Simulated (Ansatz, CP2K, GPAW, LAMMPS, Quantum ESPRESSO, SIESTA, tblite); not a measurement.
# Free surface of aqueous Ca2+ and SO4 2-, 6.5 mol of salt per kg of water at 360 K (189 atoms) in GPAW

Aim: run free surface of aqueous Ca2+ and SO4 2-, 6.5 mol of salt per kg of water at 360 K (189 atoms) in GPAW and see how near its forces come to a plane-wave reference, and at what cost.

Method: the method is named at each step, in GPAW 26.7.0.

## 1. Starting point

The cell holds 189 atoms: 75 O, 6 S, 102 H and 6 Ca. Its edges and angles: a = 10.669 Å, b = 10.669 Å, c = 25.709 Å, α = 90.0°, β = 90.0°, γ = 90.0°. 51 H2O, 6 Ca2+, 6 SO4 2- placed at random, at 1.85 g/cm³, as a film with 12 Å of vacuum; overlaps pushed apart, then 10 ps at 400 K with divalent ions of Li, Roberts, Chakravorty and Merz (J. Chem. Theory Comput. 9, 2733 (2013)); MMFF94 bonds, angles, torsions, charges and radii (Halgren, J. Comput. Chem. 17, 490 (1996)) in harmonic and 12-6 forms; SPC/E water (Berendsen, Grigera and Straatsma, J. Phys. Chem. 91, 6269 (1987)); charges of ions scaled by 0.85. Snapshot after 20 ps at 360 K and fixed volume. Vacuum lies along c.

The yardstick, on the same geometry:

```
method                                           : Kohn-Sham DFT, PBE, PAW, plane waves (Ansatz 0.2.0); cutoff 420 eV, Γ point, fermi-dirac smearing of 0.05 eV; PAW set soft_2
r.m.s. force component                           : 0.9682 eV/Å
longest force                                    : 6.991 eV/Å
gap (highest filled to lowest empty level) : 4.012 eV
SCF cycles                                       : 9
time                                             : 74 s on 4 threads of Arm Neoverse V1, shared host
CPU time                                         : 4.7 min
```

## 2. PBE, LCAO dzp, h 0.18 Å

Method: Kohn-Sham DFT, PBE, PAW, atomic orbitals (dzp).

File run.py:

```python
import numpy as np
from ase.io import read
from gpaw import GPAW, FermiDirac
from ase.parallel import parprint as print

atoms = read("structure.xyz")
atoms.calc = GPAW(
    mode="lcao",
    basis="dzp",
    h=0.18,
    xc="PBE",
    kpts={"size": (1, 1, 1), "gamma": True},
    occupations=FermiDirac(0.05),
    maxiter=200,
    symmetry={"point_group": False},
    txt="gpaw.txt",
)
energy = atoms.get_potential_energy(force_consistent=True)
forces = atoms.get_forces()
print(f"energy {energy:.6f} eV")
print("forces (eV/A)")
for i, (a, f) in enumerate(zip(atoms, forces)):
    print(f"{i:4d} {a.symbol:2s} {f[0]:10.5f} {f[1]:10.5f} {f[2]:10.5f}")
print(f"Fermi level {atoms.calc.get_fermi_level():.4f} eV")
for k in range(len(atoms.calc.get_ibz_k_points())):
    for s in range(atoms.calc.get_number_of_spins()):
        e = atoms.calc.get_eigenvalues(kpt=k, spin=s)
        n = np.searchsorted(e, atoms.calc.get_fermi_level())
        print(f"k {k} spin {s} levels about the Fermi level:", np.round(e[max(n - 6, 0):n], 4).tolist(), "|", np.round(e[n:n + 6], 4).tolist())
```

File structure.xyz:

```xyz
189
Lattice="10.66860 0.00000 0.00000 0.00000 10.66860 0.00000 0.00000 0.00000 25.70910" Properties=species:S:1:pos:R:3 pbc="T T T"
O 8.52485 10.45555 11.22845
S 8.65405 9.77788 12.54141
O 8.26987 10.64129 13.59009
O 7.84334 8.60380 12.65299
O 9.99445 9.29128 12.70235
O 8.29420 8.17706 7.94154
S 7.50845 6.97588 7.83073
O 7.38075 6.35358 9.14421
O 6.19771 7.24035 7.27773
O 8.14932 6.03139 7.01499
O 9.26472 2.32341 18.22338
S 10.50580 2.42807 17.53104
O 0.20558 1.12500 16.91582
O 10.45309 3.47572 16.60731
O 0.90342 2.71548 18.46967
O 4.02889 4.75051 12.36145
S 5.17598 4.98512 13.20959
O 6.15706 5.77993 12.47765
O 4.67893 5.65905 14.43412
O 5.75454 3.77242 13.70604
O 9.55352 1.32749 6.87358
S 0.18201 1.42938 7.47106
O 1.21569 1.88205 6.58204
O 0.24004 2.41644 8.47938
O 0.63083 0.28176 8.19812
O 5.16008 2.94517 7.14456
S 4.63487 3.11331 8.46138
O 5.28533 2.09606 9.26839
O 5.00741 4.40816 8.98456
O 3.19941 2.82846 8.55625
O 1.00167 5.75635 16.94204
H 1.99161 5.64497 16.85540
H 0.55103 4.88078 16.76799
O 9.87347 2.16903 11.14258
H 9.47254 1.26231 11.27344
H 9.42261 2.82355 11.74932
O 5.37868 10.14434 6.88078
H 4.51047 10.33137 6.42136
H 5.53039 9.15665 6.91780
O 0.63884 7.75703 14.51279
H 1.61384 7.71852 14.29400
H 0.16888 8.33026 13.84152
O 0.87664 7.85241 9.94171
H 0.75064 8.63655 9.33395
H 10.66199 7.58239 10.32503
O 9.06223 7.02197 10.99938
H 8.39864 6.78182 10.29084
H 8.58652 7.43761 11.77451
O 3.06050 1.27170 18.67046
H 2.35019 1.94766 18.47456
H 2.74844 0.66167 19.39880
O 1.75509 0.75054 14.94753
H 2.61935 1.24929 15.01231
H 1.23756 0.86885 15.79490
O 6.99028 4.25538 5.73184
H 7.40636 4.96175 6.30439
[... 129 atom lines left out ...]
Ca 7.16887 1.54247 7.21449
Ca 5.18302 6.29661 10.23813
Ca 1.68905 1.39311 10.18852
Ca 7.32677 2.14706 14.18422
```

Launch:

```
$ OMP_NUM_THREADS=1 mpirun -np 4 gpaw python run.py > output.txt
```

What it wrote:

```text
energy -918.512515 eV
forces (eV/A)
   0 O     0.04403    0.55029   -1.67080
   1 S     1.39964    0.29108   -2.46814
   2 O    -1.70366    4.82927    4.74003
   3 O    -4.16401   -5.09772    0.44394
   4 O     4.39781   -1.60949    0.61054
   5 O     2.78975    3.25372   -0.14183
   6 S    -1.52679    1.12839    2.57201
   7 O    -1.15936   -1.43406    3.89348
   8 O    -3.34973    1.43686   -2.09819
   9 O     4.08895   -4.27968   -4.52617
  10 O    -5.16870   -0.31605    2.63958
  11 S     1.52790   -2.65428    1.24016
  12 O     0.20036   -1.97488   -1.19991
  13 O    -0.47730    5.60673   -5.51256
  14 O     3.06344    0.94962    3.45331
  15 O    -2.90111   -0.81727   -3.18610
  16 S    -0.90993    0.37242    0.90184
  17 O     2.30621    2.39077   -2.09575
  18 O    -0.50414    2.93750    2.11678
  19 O     1.62900   -4.60128    0.98573
  20 O    -3.79561   -0.73203   -2.38049
  21 S    -0.37384    0.23281   -0.51898
  22 O     3.89337    1.06376   -5.70345
  23 O    -0.65099    6.79328    5.99681
[...]
181 H    -0.24921    0.53251   -0.80792
 182 H     0.00231   -0.25084    0.77679
 183 Ca    0.67299   -0.37147    0.15145
 184 Ca    0.01649   -0.09711    0.65908
 185 Ca    0.13581   -0.89360    0.46761
 186 Ca   -0.40180    0.36974    0.31058
 187 Ca   -0.27676    0.26710    0.67702
 188 Ca    0.43659    0.30130   -0.12775
Fermi level -0.9928 eV
k 0 spin 0 levels about the Fermi level: [-2.6635, -2.6461, -2.4853, -2.4758, -2.4209, -2.2238] | [2.0335, 2.3082, 2.7811, 3.1198, 3.376, 3.4694]
```

gpaw.txt:

```text
Input parameters:
  mode=LCAO(),
  basis={'default': 'dzp'},
  h=0.18,
  kpts=MonkhorstPack(size=(1, 1, 1), gamma=True),
  maxiter=200,
  occupations=Occupations(name='fermi-dirac', width=0.05, fixmagmom=False),
  symmetry=Symmetry(point_group=False),
  xc=XC(name='PBE')
Unit cell  # Å
| periodic |         x |         y |         z |   lengths |    angles |
|----------|-----------|-----------|-----------|-----------|-----------|
|      yes | 10.668600 |  0.000000 |  0.000000 | 10.668600 | 90.000000 |
|      yes |  0.000000 | 10.668600 |  0.000000 | 10.668600 | 90.000000 |
|      yes |  0.000000 |  0.000000 | 25.709100 | 25.709100 | 90.000000 |
Number of symmetries: 1
Symmetry operations  # r_c * U_cc + t_c -> r_c
|   | kind |            matrix            |
|---|------|------------------------------|
| 0 |  E   |  1, 0, 0,  0, 1, 0,  0, 0, 1 |
BZ-sampling:
  Number of BZ points: 1
  Number of IBZ points: 1
  Monkhorst-Pack size: [1, 1, 1]
  Monkhorst-Pack shift: [0, 0, 0]
[... lines left out ...]
        l=1, rc=8.6719 Bohr: 4p-dz split-valence wave
        l=2, rc=5.1250 Bohr: 3d-dz split-valence wave
        l=1, rc=10.7812 Bohr: p-type Gaussian polarization
      Number of RI-basis functions 0
Reference energy: -330548.853912  # eV
eigensolver:
density mixing:
  MSR1-Mixer
occupation numbers:
  Fermi-Dirac:
    width: 0.0500  # eV
FastPoissonSolver using
    Stencil: 6*3+1=19 point O(h^6) finite-difference Laplacian
xc functional:
  name: PBE with 2 nearest neighbor stencil
interpolation: tri-quintic # 5. degree polynomial
Initialization done in: 7.475 s
convergence criteria:
- Maximum [total energy] change in last 3 cyles: 0.0005 eV / valence electron
- Maximum integral of absolute [dens]ity change: 0.0001 electrons / valence electron
- Maximum integral of absolute [eigenst]ate change: 4e-08 eV^2 / valence electron
maximum number of iterations: 200
SCF iterations
|iter     |      energy | eigst |  dens |
|---------|-------------|-------|-------|
|iter:   1| -977.230377 |      c|       |
|iter:   2| -962.554589 |      c| -0.85 |
|iter:   3| -918.387860 |      c| -0.90 |
|iter:   4| -918.479450 |      c| -1.49 |
|iter:   5| -918.518987c|      c| -1.82 |
|iter:   6| -918.512952c|      c| -2.86 |
|iter:   7| -918.512530c|      c| -3.20 |
|iter:   8| -918.512520c|      c| -3.58 |
|iter:   9| -918.512515c|      c| -4.14c|
Converged in 9 steps
SCF loop duration: 80.729 s (8.970 s/step)
Energy contributions relative to reference atoms: (reference = -330548.853912)
Energy contributions:
  Kinetic:         926.268568
  Coulomb:        -902.134420
  Zero:              9.398434
  External:          0.000000
  Xc:             -952.045097
  Entropy:          -0.000000
  Spinorbit:         0.000000
  ----------------------------
  Free energy:    -918.512515
  Extrapolated:   -918.512515
dipole moment: (-4.890829, 66.386137, 0.577546)  # |e|*Ang
Fermi level: -0.993
Eigenvalues  # (at kpt = [0.000, 0.000, 0.000])
| band index |      eig [eV] | occ [0-2] |
|------------|---------------|-----------|
|          0 |       -41.332 |     2.000 |
|        ... |               |           |
|        316 |        -2.805 |     2.000 |
|        317 |        -2.753 |     2.000 |
[...]
|        331 |         3.661 |     0.000 |
|        ... |               |           |
|        392 |         6.356 |     0.000 |
Gap: 4.257 eV
Transition (v -> c):
  (s=0, k=0, n=323, [0.00, 0.00, 0.00]) -> (s=0, k=0, n=324, [0.00, 0.00, 0.00])
No difference between direct/indirect transitions
Force computation time: 16.198  # s
```

Elapsed: 1.8 min, on 4 MPI ranks of Arm Neoverse V1, shared host; peak memory 4.5 GiB; 7.1 min of CPU time.

Banners, paths, timers and routine set-up lines are dropped from the logs unmarked, and long logs keep their key lines alone; longer cuts are marked.

Against the reference:

| Property | Result |
| --- | --- |
| r.m.s. force component | 1.252 eV/Å |
| r.m.s. difference of force components | 548.9 meV/Å |
| longest difference of force vectors | 2236 meV/Å |
| force difference over r.m.s. force | 56.7 % |
| slope of forces against the reference's | 1.176 |
| correlation of force components | 0.909 |
| gap (highest filled to lowest empty level) | 4.257 eV |
| gap difference | 0.2453 eV |

This run lies far from the reference in forces at the same functional.

Length of the force difference by element (eV/Å):

```csv
element,atoms,mean,most
Ca,6,0.091,0.14
H,102,0.67,0.75
O,75,1.2,2.2
S,6,0.43,0.65
```

Levels nearest the highest filled one (eV from it): -0.44, -0.42, -0.26, -0.25, -0.20, 0.00, 4.26, 4.53, 5.00, 5.34, 5.60, 5.69.

A closer look about S7, one of the 6 S atoms: 11 atoms, nearest first, numbered in the order of the input, with positions taken from that point.

```csv
atom,x,y,z,distance (Å),bonds,Fx,Fy,Fz (eV/Å)
S7,0.00,0.00,0.00,0.00,4,-1.53,1.13,2.57
O10,0.64,-0.94,-0.82,1.40,1,4.09,-4.28,-4.53
O6,0.79,1.20,0.11,1.44,1,2.79,3.25,-0.14
O9,-1.31,0.26,-0.55,1.45,1,-3.35,1.44,-2.10
O8,-0.13,-0.62,1.31,1.46,2,-1.16,-1.43,3.89
H56,-0.10,-2.01,-1.53,2.53,1,-0.37,0.06,-0.01
H137,0.68,2.13,-1.33,2.60,1,0.32,0.54,-0.01
H47,0.89,-0.19,2.46,2.62,1,-0.16,-0.09,0.07
H62,0.39,2.63,0.58,2.72,1,-0.01,0.04,0.54
H113,0.54,-2.61,0.57,2.72,1,0.22,-0.58,0.54
H173,-2.72,0.21,-0.19,2.74,1,-0.22,-0.01,0.18
```

Atoms are counted from 1 here, from 0 in the log.

Forces lie 57 % from the reference's, at 1.5 times its CPU time.

## 3. RPBE, LCAO dzp, h 0.18 Å

Method: Kohn-Sham DFT, RPBE, PAW, atomic orbitals (dzp).

run.py, as its differences from that of step 2:

```diff
@@ -10,3 +10,3 @@
     h=0.18,
-    xc="PBE",
+    xc="RPBE",
     kpts={"size": (1, 1, 1), "gamma": True},
```

structure.xyz is that of step 2.

What it wrote:

```text
energy -881.554511 eV
forces (eV/A)
   0 O     0.09020    0.56863   -1.81356
   1 S     1.39127    0.28564   -2.51721
   2 O    -1.76379    4.94467    4.88599
   3 O    -4.27613   -5.24925    0.50024
   4 O     4.59305   -1.68477    0.60952
   5 O     2.91087    3.36626   -0.08370
[...]
186 Ca   -0.38319    0.35100    0.33416
 187 Ca   -0.27132    0.28215    0.69195
 188 Ca    0.42856    0.29125   -0.10052
Fermi level -0.8668 eV
k 0 spin 0 levels about the Fermi level: [-2.5507, -2.542, -2.3857, -2.349, -2.288, -2.1106] | [2.1831, 2.4785, 2.9546, 3.2627, 3.5182, 3.6073]
```

gpaw.txt:

```text
Input parameters:
  mode=LCAO(),
  basis={'default': 'dzp'},
  h=0.18,
  kpts=MonkhorstPack(size=(1, 1, 1), gamma=True),
  maxiter=200,
  occupations=Occupations(name='fermi-dirac', width=0.05, fixmagmom=False),
[... lines left out ...]
  Fermi-Dirac:
[... lines left out ...]
convergence criteria:
- Maximum [total energy] change in last 3 cyles: 0.0005 eV / valence electron
[... lines left out ...]
Converged in 9 steps
[... lines left out ...]
  Free energy:    -881.554511
[... lines left out ...]
Fermi level: -0.867
[... lines left out ...]
|        ... |               |           |
|        316 |        -2.666 |     2.000 |
|        317 |        -2.617 |     2.000 |
[...]
|        331 |         3.807 |     0.000 |
|        ... |               |           |
|        392 |         6.546 |     0.000 |
Gap: 4.294 eV
Transition (v -> c):
  (s=0, k=0, n=323, [0.00, 0.00, 0.00]) -> (s=0, k=0, n=324, [0.00, 0.00, 0.00])
No difference between direct/indirect transitions
Force computation time: 17.149  # s
```

Run time: 1.8 min. Hardware: 4 MPI ranks; peak memory 4.5 GiB; 7.2 min of CPU time.

Against the reference:

- r.m.s. force component: 1.291 eV/Å
- r.m.s. difference of force components: 548.9 meV/Å
- longest difference of force vectors: 2484 meV/Å
- force difference over r.m.s. force: 56.69 %
- slope of forces against the reference's: 1.228
- correlation of force components: 0.921
- gap (highest filled to lowest empty level): 4.294 eV
- gap difference: 0.2817 eV

Against the first run (57 %), the force difference from the reference is 57 %, at 1.0 times the CPU time; the model has changed, so this is no error of the program alone.

## 4. PBE, LCAO sz(dzp), h 0.18 Å

Method: Kohn-Sham DFT, PBE, PAW, atomic orbitals (sz(dzp)).

run.py, as its differences from that of step 3:

```diff
@@ -3,3 +3,2 @@
 from gpaw import GPAW, FermiDirac
-from ase.parallel import parprint as print
 
@@ -8,5 +7,5 @@
     mode="lcao",
-    basis="dzp",
+    basis="sz(dzp)",
     h=0.18,
-    xc="RPBE",
+    xc="PBE",
     kpts={"size": (1, 1, 1), "gamma": True},
```

structure.xyz is that of step 3.

Launch:

```
$ OMP_NUM_THREADS=1 python run.py > output.txt
```

What it wrote:

```text
energy -658.390922 eV
forces (eV/A)
   0 O    -1.15031    5.78844  -11.74253
   1 S     1.67572    2.04789   -4.34332
   2 O    -5.32502   12.68774   14.34216
   3 O   -11.21191  -15.44735    1.38008
   4 O    15.70516   -6.01031    2.32564
   5 O     9.75534   13.73639    0.71497
[...]
186 Ca   -0.71981    0.54480    0.16067
 187 Ca   -0.40933    0.17227    0.98211
 188 Ca    0.58175    0.38898   -0.34754
Fermi level 0.2357 eV
k 0 spin 0 levels about the Fermi level: [-1.9081, -1.8315, -1.8256, -1.6798, -1.3947, -1.3401] | [2.75, 3.1657, 3.645, 4.0878, 4.2198, 4.3565]
```

gpaw.txt:

```text
Input parameters:
  mode=LCAO(),
  basis={'default': 'sz(dzp)'},
  h=0.18,
  kpts=MonkhorstPack(size=(1, 1, 1), gamma=True),
  maxiter=200,
  occupations=Occupations(name='fermi-dirac', width=0.05, fixmagmom=False),
[... lines left out ...]
  Fermi-Dirac:
[... lines left out ...]
convergence criteria:
- Maximum [total energy] change in last 3 cyles: 0.0005 eV / valence electron
[... lines left out ...]
Converged in 9 steps
[... lines left out ...]
  Free energy:    -658.390922
[... lines left out ...]
Fermi level: 0.236
[... lines left out ...]
|        ... |               |           |
|        392 |         7.451 |     0.000 |
Gap: 4.090 eV
Transition (v -> c):
  (s=0, k=0, n=323, [0.00, 0.00, 0.00]) -> (s=0, k=0, n=324, [0.00, 0.00, 0.00])
No difference between direct/indirect transitions
Force computation time: 8.583  # s
timing:  # [seconds]
  Total:  71.250  # ━━━━━━━━━━━━━━━━━━━━━━━━━━━━━━━━━━━━━━━━━━━━━━━━━━━━━━━━━
  Init:   14.964  # ━━━━━━━━━━━━
  SCF:    47.659  # ━━━━━━━━━━━━━━━━━━━━━━━━━━━━━━━━━━━━━━
  Forces:  8.583  # ━━━━━━━
```

Wall time 73 s (1 thread); peak memory 1.9 GiB.

Numbers from this run, and their distance from the reference:

```
r.m.s. force component                           : 4.219 eV/Å
r.m.s. difference of force components            : 3815 meV/Å
longest difference of force vectors              : 15570 meV/Å
force difference over r.m.s. force               : 394 %
slope of forces against the reference's          : 2.232
correlation of force components                  : 0.5122
gap (highest filled to lowest empty level) : 4.09 eV
gap difference                                   : 0.0781 eV
```

This is a coarse setting, run to see what it loses.

Against the first run (57 %), the force difference from the reference is 394 %, at 0.17 times the CPU time (on 1 against 4 cores), with 504 basis functions against 1737: the smaller basis costs accuracy.

## 5. Side by side

Differences are against the plane-wave reference, forces as r.m.s. over components; share is that over the reference's r.m.s. force, slope the least-squares factor from reference forces to these. Total energies of different programs have different zeros and aren't compared.

```csv
run,"Δ force, r.m.s. (meV/Å)",share (%),slope,Δ gap (eV),cores,CPU time,memory (GiB)
reference,-,-,-,-,4,4.7 min,3.9
"GPAW PBE, LCAO dzp, h 0.18 Å",549,56.7,1.176,0.245,4,7.1 min,4.5
"GPAW RPBE, LCAO dzp, h 0.18 Å",549,56.7,1.228,0.282,4,7.2 min,4.5
"GPAW PBE, LCAO sz(dzp), h 0.18 Å (coarse)",3815,394,2.232,0.0781,1,73 s,1.9
```

Rows marked coarse were listed beforehand as settings not expected to be converged; some can still land near the reference.

CPU time is summed over cores on a shared host, where runs went side by side, so it is rough. Symmetry, cutoffs, thresholds, outputs and thread counts weren't matched or tuned between programs; memory under MPI is the largest rank's times the ranks.

## 6. Outcome

* nearest in forces: a tie at 57 % of 2 runs: GPAW PBE, LCAO dzp, h 0.18 Å; GPAW RPBE, LCAO dzp, h 0.18 Å

What this shows: The PBE run in local orbitals, coarse settings apart, differs by 57 % (GPAW PBE, LCAO dzp, h 0.18 Å); basis, grid and potentials can all enter, and differences of this size make the forces unusable. Rows with another functional or a dispersion term differ by 57 % (GPAW RPBE, LCAO dzp, h 0.18 Å), which mixes the change of model with differences of basis and potentials. Runs with settings chosen to be coarse differ by 394 % (GPAW PBE, LCAO sz(dzp), h 0.18 Å), their programs' other errors included. One electronic-structure run takes under half the reference's CPU time: GPAW PBE, LCAO sz(dzp), h 0.18 Å, at 394 % in 73 s against 4.7 min, too far off to be of use. At the same functional, gaps differ from the reference's 4.01 eV by between +0.08 and +0.25 eV. The network of contacts between molecules at the start is that of the classical potential that made the cell, and needn't be the one that DFT or experiment would give. The concentration wasn't checked against solubility and may exceed it. The reference's PBE has no dispersion term, which matters for the binding between molecules or layers. The electronic-structure runs sample only Γ, in a cell whose shortest periodic width is 11 Å.

[Also dropped from logs without a mark: logging warnings of Python, and SIESTA's first energy breakdown and zero terms.]

[Logs are printed without paths, hosts, clocks, repeated set-up lines and the standing remarks that a program may print on its own settings, such as how far it seeks lower states.]

[Hosts, paths, dates, database ids (printed as entryN), source tags and the programs' standing remarks are cut or masked in the printed files.]

[The MMFF94 radii named for the starting cell were scaled by 0.96; in molecules described by MMFF94, hydrogen bound to N, O or S took a small fixed 12-6 site in their place.]
